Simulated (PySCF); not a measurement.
## Löwdin shares of the frontier orbitals

Species: trans-1,2-dichloroethene, C₂H₂Cl₂.
Cartesian coordinates in Å at the GFN2-xTB level; atoms count from 1:
```
atom  x, y, z in Å
Cl1   -2.080    0.476   -0.012
C2    -0.571   -0.334    0.012
C3     0.572    0.334   -0.019
Cl4    2.081   -0.475    0.005
H5    -0.635   -1.409    0.055
H6     0.637    1.410   -0.062
```

The calculation used TDDFT CAM-B3LYP/def2-SVPD, vertical, gas phase, core orbitals frozen in the response (PySCF).

Frontier orbitals with the atoms that hold most of them (Löwdin shares over 4%, at most four atoms; ? is withheld):

```
orbital  ε (eV)                             atoms
 HOMO-3  -11.59    Cl4 41%, Cl1 41%, C3 9%, C2 9%
 HOMO-2  -10.85    Cl1 43%, Cl4 42%, C2 6%, C3 6%
 HOMO-1  -10.73    Cl4 40%, Cl1 39%, C3 8%, C2 8%
   HOMO   -8.74                                 ?
   LUMO    0.39                                 ?
 LUMO+1    1.10  Cl4 38%, Cl1 38%, C3 11%, C2 11%
 LUMO+2    1.55  Cl1 28%, Cl4 28%, C2 14%, C3 14%
```

(1) Which atoms hold the HOMO, and with what shares?

(2) Which atoms hold the LUMO, and with what shares?

(3) How does S1 compare with the orbital gap of 9.13 eV?

(4) One configuration dominates each of S1, S2, S4, S5 and S8. Which, and how do the shares of the two leading atoms of either orbital change from the occupied to the empty one?

## Answers

(1) Cl1 (bonded to C) 26%; Cl4 (bonded to C) 26%; C3 (bonded to C, Cl and H) 23%; C2 (bonded to C, Cl and H) 23%. By element: chlorine 51%, carbon 46%.

(2) C2 (bonded to C, Cl and H) 34%; C3 (bonded to C, Cl and H) 34%; Cl1 (bonded to C) 10%; Cl4 (bonded to C) 10%. By element: carbon 68%, chlorine 20%.

(3) S1 is at 6.21 eV (f = 0.0000), 2.92 eV below the gap, made of HOMO→LUMO+1 (88%). Its leading pair isn't HOMO and LUMO; the energies of that pair differ by 9.84 eV. Without the coupling terms of the response equations the lowest excitation would equal the gap.

(4) 
- S1 (6.21 eV, f 0.0000), HOMO→LUMO+1 (88%): Cl1 26% → 38%, Cl4 26% → 38%
- S2 (6.28 eV, f 0.338), HOMO→LUMO (97%): Cl1 26% → 10%, Cl4 26% → 10%, C2 23% → 34%, C3 23% → 34%
- S4 (7.25 eV, f 0.0000), HOMO-1→LUMO (98%): Cl4 40% → 10%, Cl1 39% → 10%, C2 8% → 34%, C3 8% → 34%
- S5 (7.49 eV, f 0.0002), HOMO-2→LUMO (99%): Cl1 43% → 10%, Cl4 42% → 10%, C2 6% → 34%, C3 6% → 34%
- S8 (8.06 eV, f 0.013), HOMO-1→LUMO+1 (74%): Cl4 40% → 38%, Cl1 39% → 38%

Löwdin shares depend on the basis, the more so with diffuse functions.
